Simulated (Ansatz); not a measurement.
A (100) slab of AlNi (Pm-3m (No. 221)), 7 planes, outer planes Al (top) and Al (bottom), with 7 atoms (Al4Ni3) in a surface cell of A = 8.192 Å², as cut from the bulk:

```xyz
7
Lattice="2.8622 0.0000 0.0000 0.0000 2.8622 0.0000 0.0000 0.0000 23.5865" Properties=species:S:1:pos:R:3 pbc="T T T"
Al    0.0000    0.0000    7.5000
Ni    1.4311    1.4311    8.9311
Al    0.0000    0.0000   10.3622
Ni    1.4311    1.4311   11.7932
Al    0.0000    0.0000   13.2243
Ni    1.4311    1.4311   14.6554
Al    0.0000    0.0000   16.0865
```

All numbers below come from Ansatz 0.2.0, DFT PBEsol, scalar-relativistic, plane waves, PAW. Settings: cutoff 420 eV, Γ-centred mesh 12×12×1 on the computed 7-atom cell, Gaussian smearing of 0.10 eV; no spin polarisation.

The relaxed slab holds 3 formula units of AlNi and 1 further Al. Against those formula units in the bulk and the further Al in its standard state it lies 1.563 eV higher. The formation energy of AlNi from the standard states is -1.339 eV a formula unit (uncorrected, no zero-point or thermal terms).

(1) Over what range can the chemical potential of Al vary, and what is the surface energy at both ends?

(2) How does its energy depend on growth conditions?

Spin polarisation was left out, and a magnetic state may lie lower.

Answers

(1) In contact with the bulk, μ(Al) + μ(Ni) is fixed. With Δμ counted from the standard states, Δμ(Al) ≤ 0 keeps elemental Al from forming, and Δμ(Ni) ≤ 0 requires Δμ(Al) ≥ ΔH = -1.339 eV. Other compounds of Al and Ni can narrow this range. Then γ, the mean of both faces, = [1.563 eV − 1.00·Δμ(Al)]/(2A). At the Al-rich end (Δμ = 0): 1.563/(2 × 8.192) × 16.02 = 1.53 J/m². At the Al-poor end: (1.563 + 1.339)/(2 × 8.192) × 16.02 = 2.84 J/m².

(2) It carries an excess of Al, so its energy falls by 0.98 J/m² for each eV that μ(Al) rises: Al-rich conditions lower it; whether it appears depends on the other terminations.